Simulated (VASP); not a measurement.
# FeO (Wuestite) (Fm-3m) in VASP: notebook

One crystal, FeO (Wuestite), is run at these levels: LDA; tasks: single point.

All numbers are computed with VASP 6.6.1; they aren't measurements. Logs are shortened: lines on timing, memory, paths and dates and some standing lists are left out, and cuts for length are marked.

## (1) Starting point

Symmetry: Fm-3m, No. 225, cubic system. Conventional cell: a = 4.311 Å, b = 4.311 Å, c = 4.311 Å, α = 90.00°, β = 90.00°, γ = 90.00°. Fe (site symmetry m-3m) has 6 O at 2.16 Å as nearest neighbours. O (site symmetry m-3m) has 6 Fe at 2.16 Å as nearest neighbours.

## (2) Single point, LDA, collinear spin, ferromagnetic start

INCAR

```
PREC     = Accurate       # precision mode
ENCUT    = 450            # plane-wave cutoff, eV
EDIFF    = 1E-7           # SCF threshold, eV
ISMEAR   = 0              # smearing method
SIGMA    = 0.1            # smearing width, eV
LREAL    = False          # projectors in reciprocal space
LASPH    = True           # aspherical terms in the spheres
NELM     = 100            # most SCF steps
ALGO     = Normal         # electronic algorithm
ISIF     = 2              # what is computed and relaxed
LWAVE    = False          # write WAVECAR
LCHARG   = False          # write CHGCAR
ISPIN    = 2              # spin polarisation
MAGMOM   = 3 0            # initial moments
LORBIT   = 11             # projections on sites
LMAXMIX  = 4              # l up to which the mixer works
NBANDS   = 18             # bands
ADDGRID  = False
```

KPOINTS

```
Automatic mesh
0
Gamma
  6 6 6
```

POSCAR

```
FeO
1.0
    0.0000000000      2.1554000000      2.1554000000
    2.1554000000      0.0000000000      2.1554000000
    2.1554000000      2.1554000000      0.0000000000
Fe O
1 1
Direct
    0.0000000000      0.0000000000      0.0000000000
    0.5000000000      0.5000000000      0.5000000000
```

Potentials or basis: VASP PAW LDA potentials, release 64 (Fe, O).

On the command line:

```sh
cat potpaw_LDA.64/Fe/POTCAR potpaw_LDA.64/O/POTCAR > POTCAR
mpirun -np 1 vasp_std > vasp.out
```

OUTCAR:

```text
PREC = Accurate
   ENCUT = 450
   EDIFF = 1E-7
   ISMEAR = 0
   LREAL = False
   LASPH = True
   NELM = 100
   ISIF = 2
   ISPIN = 2
   LORBIT = 11

 Found     16 irreducible k-points:

 Following reciprocal coordinates:
            Coordinates               Weight
  0.000000  0.000000  0.000000      1.000000
  0.166667  0.000000  0.000000      8.000000
  0.333333  0.000000  0.000000      8.000000
  0.500000  0.000000  0.000000      4.000000
  0.166667  0.166667  0.000000      6.000000
  0.333333  0.166667  0.000000     24.000000
   k-points           NKPTS =     16   k-points in BZ     NKDIM =     16   number of bands    NBANDS=     18
   number of dos      NEDOS =    301   number of ions     NIONS =      2
   total plane-waves  NPLWV =  13824
   dimension x,y,z NGX =    24 NGY =   24 NGZ =   24
   dimension x,y,z NGXF=    48 NGYF=   48 NGZF=   48
   ions per type =               1   1
   NGX,Y,Z   is equivalent  to a cutoff of  13.09, 13.09, 13.09 a.u.
   NGXF,Y,Z  is equivalent  to a cutoff of  26.18, 26.18, 26.18 a.u.
 SYSTEM =  unknown system
   PREC   = accura    normal or accurate (medium, high low for compatibility)
   ISTART =      0    job   : 0-new  1-cont  2-samecut
   ICHARG =      2    charge: 1-file 2-atom 10-const
   ISPIN  =      2    spin polarized calculation?
   LNONCOLLINEAR =      F non collinear calculations
   LSORBIT =      F    spin-orbit coupling
   LASPH  =      T    aspherical Exc in radial PAW
   ENCUT  =  450.0 eV  33.07 Ry    5.75 a.u.   5.27  5.27  5.27*2*pi/ulx,y,z
   NELM   =    100;   NELMIN=  2; NELMDL= -5     # of ELM steps
   EDIFF  = 0.1E-06   stopping-criterion for ELM
   LREAL  =      F    real-space projection
   EDIFFG = 0.1E-05   stopping-criterion for IOM
   NSW    =      0    number of steps for IOM
   IBRION =     -1    ionic relax: 0-MD 1-quasi-New 2-CG
   NFREE  =      0    steps in history (QN), initial steepest desc. (CG)
   ISIF   =      2    stress and relaxation
   ISYM   =      2    0-nonsym 1-usesym 2-fastsym
   POTIM  = 0.5000    time-step for ionic-motion
   TEBEG  =    0.0;   TEEND  =   0.0 temperature during run
   PSTRESS=    0.0 pullay stress
   NELECT =      14.0000    total number of electrons
   NUPDOWN=      -1.0000    fix difference up-down
   EMIN   =  10.00;   EMAX   =-10.00  energy-range for DOS
   EFERMI =   0.00;   METHOD = LEGACY
   ISMEAR =     0;   SIGMA  =   0.10  broadening in eV -4-tet -1-fermi 0-gaus
   EFERMI_NEDOS =   21; number of points for ismear=-14 and -15
   IALGO  =     38    algorithm
   IMIX   =      4    mixing-type and parameters
     AMIX     =   0.40;   BMIX     =  1.00
     AMIX_MAG =   1.60;   BMIX_MAG =  1.00
  volume/ion in A,a.u.               =      10.01        67.57
  Fermi-wavevector in a.u.,A,eV,Ry     =   1.452935  2.745650 28.722187  2.111021
  Thomas-Fermi vector in A             =   2.570260
   LORBIT       =     11    0 simple, 1 ext, 2 COOP (PROOUT), +10 PAW based schemes
   GGA     = CA    functional components
   LHFCALC =     F    Hartree Fock is set to
   AEXX    =    0.0000 exact exchange contribution
   IVDW    =     0    specifies the selected vdW correction
   LEPSILON=     F    determine dielectric tensor
   LRPA    =     F    only Hartree local field effects (RPA)
 spin polarized calculation
 Gauss-broadening in eV      SIGMA  =   0.10
  energy-cutoff  :      450.00
  volume of cell :       20.03
 maximum number of plane-waves:       444
 NGX is ok and might be reduce to    24
   NGX = 11   NGY = 11   NGZ = 11

 number of electron      13.9999998 magnetization       3.9880450

 Free energy of the ion-electron system (eV)
  ---------------------------------------------------
  ext. energy  EPLUGINS =         0.00000000
  ---------------------------------------------------
  free energy    TOTEN  =       -16.39858279 eV

  energy without entropy =      -16.38825514  energy(sigma->0) =      -16.39341897

 E-fermi :   5.8322     XC(G=0): -12.6221

 val. band max:        5.8211787938   @ k =   0.1667   0.1667   0.0000
 cond. band min:       5.9022700348   @ k =  -0.3333   0.3333   0.1667
 fundamental gap:      0.0810912410
 Fermi energy:         5.8322316427

 spin component 1

 k-point     1 :       0.0000    0.0000    0.0000
  band No.  band energies     occupation
      1     -14.5392      1.00000
      2       2.0946      1.00000
      3       2.0946      1.00000
      4       2.0946      1.00000
      5       2.1999      1.00000
      6       2.1999      1.00000
[... 10 lines left out ...]
     17      26.4094      0.00000
     18      29.5217      0.00000

 k-point     2 :       0.1667    0.0000    0.0000
  band No.  band energies     occupation
      1     -14.2671      1.00000
      2       0.1798      1.00000
      3       0.7485      1.00000
      4       0.7485      1.00000
      5       2.4221      1.00000
      6       2.4221      1.00000
[... 10 lines left out ...]
     17      29.2850      0.00000
     18      32.5995      0.00000

 k-point     3 :       0.3333    0.0000    0.0000
  band No.  band energies     occupation
      1     -13.6555      1.00000
      2      -1.9648      1.00000
      3      -0.2878      1.00000
      4      -0.2878      1.00000
      5       2.8291      1.00000
      6       2.8291      1.00000
[... 10 lines left out ...]
     17      31.2246      0.00000
     18      33.8715      0.00000

 k-point     4 :       0.5000    0.0000    0.0000
  band No.  band energies     occupation
      1     -13.3077      1.00000
      2      -2.8685      1.00000
      3      -0.6567      1.00000
      4      -0.6567      1.00000
      5       3.0443      1.00000
      6       3.0443      1.00000
[... 10 lines left out ...]
     17      29.5637      0.00000
     18      31.9931      0.00000

 k-point     5 :       0.1667    0.1667    0.0000
  band No.  band energies     occupation
      1     -14.1953      1.00000
      2      -0.4530      1.00000
      3       1.2110      1.00000
      4       1.2110      1.00000
      5       1.9535      1.00000
      6       2.5690      1.00000
[... 10 lines left out ...]
     17      29.9023      0.00000
     18      30.0502      0.00000

 k-point     6 :       0.3333    0.1667    0.0000
  band No.  band energies     occupation
      1     -13.7414      1.00000
      2      -1.5460      1.00000
      3       0.0270      1.00000
      4       0.3486      1.00000
      5       2.2270      1.00000
      6       2.9170      1.00000
[... 10 lines left out ...]
     17      32.8101      0.00000
     18      33.7618      0.00000

 [... further k-points ...]

 spin component 2

 k-point     1 :       0.0000    0.0000    0.0000
  band No.  band energies     occupation
      1     -13.9710      1.00000
      2       2.6979      1.00000
      3       2.6979      1.00000
      4       2.6979      1.00000
      5       5.0723      1.00000
      6       5.0723      1.00000
[... 10 lines left out ...]
     17      27.6944      0.00000
     18      30.6644      0.00000

 k-point     2 :       0.1667    0.0000    0.0000
  band No.  band energies     occupation
      1     -13.6967      1.00000
      2       1.0093      1.00000
      3       1.9832      1.00000
      4       1.9832      1.00000
      5       5.3613      1.00000
      6       5.3668      1.00000
[... 10 lines left out ...]
     17      30.3072      0.00000
     18      33.7916      0.00000

 k-point     3 :       0.3333    0.0000    0.0000
  band No.  band energies     occupation
      1     -13.0799      1.00000
      2      -1.1789      1.00000
      3       1.0609      1.00000
      4       1.0609      1.00000
      5       5.9140      0.12374
      6       5.9140      0.12372
[... 10 lines left out ...]
     17      31.8680      0.00000
     18      34.6795      0.00000

 k-point     4 :       0.5000    0.0000    0.0000
  band No.  band energies     occupation
      1     -12.7290      1.00000
      2      -2.1027      1.00000
      3       0.7060      1.00000
      4       0.7060      1.00000
      5       6.2043      0.00000
      6       6.2043      0.00000
[... 10 lines left out ...]
     17      30.0845      0.00000
     18      32.6214      0.00000

 k-point     5 :       0.1667    0.1667    0.0000
  band No.  band energies     occupation
      1     -13.6228      1.00000
      2       0.5818      1.00000
      3       2.1444      1.00000
      4       2.1444      1.00000
      5       4.7057      1.00000
      6       5.8212      0.56211
[... 10 lines left out ...]
     17      31.1328      0.00000
     18      31.1328      0.00000

 k-point     6 :       0.3333    0.1667    0.0000
  band No.  band energies     occupation
      1     -13.1614      1.00000
      2      -0.6777      1.00000
      3       1.1634      1.00000
      4       1.4793      1.00000
      5       4.9142      1.00000
      6       6.1202      0.00002
[... 10 lines left out ...]
     17      33.5359      0.00000
     18      34.6531      0.00000

 [... further k-points ...]

------------------------ aborting loop because EDIFF is reached ----------------------------------------

  FORCE on cell =-STRESS in cart. coord.  units (eV):
  Direction    XX          YY          ZZ          XY          YZ          ZX
  --------------------------------------------------------------------------------------
  -------------------------------------------------------------------------------------
  Total       -2.0560805     -2.0560805     -2.0560805      0.0000000      0.0000000     -0.0000000
  in kB     -164.4890780   -164.4890780   -164.4890780      0.0000000      0.0000000     -0.0000000
  external PRESSURE =    -164.4890780 kB  Pullay stress =       0.0000000 kB

 VOLUME and BASIS-vectors are now :
 -----------------------------------------------------------------------------
  energy-cutoff  :      450.00
  volume of cell :       20.03
      direct lattice vectors                 reciprocal lattice vectors
     0.000000000  2.155400000  2.155400000    -0.231975503  0.231975503  0.231975503
     2.155400000  0.000000000  2.155400000     0.231975503 -0.231975503  0.231975503
     2.155400000  2.155400000  0.000000000     0.231975503  0.231975503 -0.231975503

 POSITION                                       TOTAL-FORCE (eV/Angst)
 -----------------------------------------------------------------------------------
      0.00000      0.00000      0.00000        -0.000000     -0.000000     -0.000000
      2.15540      2.15540      2.15540         0.000000      0.000000      0.000000
 -----------------------------------------------------------------------------------
    total drift:                                0.000000     -0.000000      0.000000

  FREE ENERGIE OF THE ION-ELECTRON SYSTEM (eV)
  ---------------------------------------------------
  free  energy   TOTEN  =       -16.3985827875 eV

  energy  without entropy=      -16.3882551445  energy(sigma->0) =      -16.39341897

 total charge

# of ion       s       p       d       tot
------------------------------------------
    1        0.293   0.364   6.107   6.764
    2        1.553   3.413   0.000   4.966
--------------------------------------------------
tot          1.846   3.777   6.107  11.730

 magnetization (x)

# of ion       s       p       d       tot
------------------------------------------
    1        0.025   0.021   3.524   3.570
    2        0.030   0.283   0.000   0.313
--------------------------------------------------
tot          0.055   0.304   3.524   3.883
```

Run time: 12 s. Hardware: 1 thread of Intel Xeon Platinum 8375C at 2.90GHz (Ice Lake), shared host; peak memory 0.13 GiB.

The run converged, but some of its settings lie outside the range that counts as converged, so its numbers aren't taken as properties of the crystal.

Results:

```yaml
Free_energy: -16.3986 eV
Band_gap_on_the_k_mesh: none (metal or under the smearing width)
Net_moment: 3.99 μB per cell
Site_moments: Fe +3.57; O +0.31 μB
Valence_electrons_inside_the_program's_atomic_spheres: Fe 6.76; O 4.97
```

Caveat: the k mesh is coarse (spacing up to 0.42 Å⁻¹), so the values aren't converged; the cutoff is under 1.25 times the usual one of these potentials, so pressure, stress and relaxed cells hold a basis-set (Pulay) error; a cell with one magnetic atom can't hold antiferromagnetic order, which such compounds often take; semilocal functionals often make such compounds metallic where correlation or magnetic order opens a gap, which also shifts bond lengths.

[end of part 1 of 2]
